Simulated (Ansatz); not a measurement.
# Os (P6_3/mmc) under several functionals

**Measured values to compare with.**

From “Specific Heat of the beta-Pyrochlore Oxide Superconductors CsOs2O6 and RbOs2O6”, 2005, arxiv:cond-mat/0501736, for a powder of Os at 300 K: lattice constant a 2.7332 Å; lattice constant c 4.3182 Å.

Plane-wave DFT in Ansatz with scalar-relativistic PAW potentials. The same structure was relaxed (cell and atoms, symmetry kept) in separate runs at each level. No spin polarisation.

| level | cutoff (eV) | k mesh | V (Å³/atom) | a (Å) | c (Å) |
| --- | --- | --- | --- | --- | --- |
| PBEsol | 420 | 18×18×10 | 13.890 | 2.727 | 4.313 |
| PBE+D3(BJ) | 420 | 18×18×10 | 14.013 | 2.735 | 4.327 |
| PBE | 420 | 18×18×10 | 14.277 | 2.753 | 4.351 |

Task: Where does r2SCAN (500 eV, k mesh 18×18×10) fall?

Result: V (Å³/atom) 14.014, a (Å) 2.736, c (Å) 4.322. Its volume is between those of PBE+D3(BJ) and PBE. The usual order of volumes, PBEsol < PBE, holds here (13.890, 14.277 Å³/atom). As a rule PBEsol, built on the gradient expansion of slowly varying densities, lies between LDA and PBE; PBE's stronger gradient term for exchange weakens bonds. Adding D3 to PBE changes the volume by -1.8 %; the term is attractive, so it pulls cells in. In metals the pairwise form ignores screening by the conduction electrons and often pulls in too far. r2SCAN lies 1.8 % under PBE in volume.

For PBE: A measured lattice constant a of Os is 2.7332 Å (300 K; powder; “Specific Heat of the beta-Pyrochlore Oxide Superconductors CsOs2O6 and RbOs2O6”, 2005, arxiv:cond-mat/0501736); the calculated 2.753 Å misses it by +0.7 %. Measured lattice constant c of Os: 4.3182 Å (300 K; powder; “Specific Heat of the beta-Pyrochlore Oxide Superconductors CsOs2O6 and RbOs2O6”, 2005, arxiv:cond-mat/0501736). This calculation gives 4.351 Å (+0.8 %). The calculations are for 0 K without zero-point motion, and in metals axial ratios are sensitive to mesh and smearing.

Spin–orbit coupling is left out, which can shift energies with elements as heavy as these.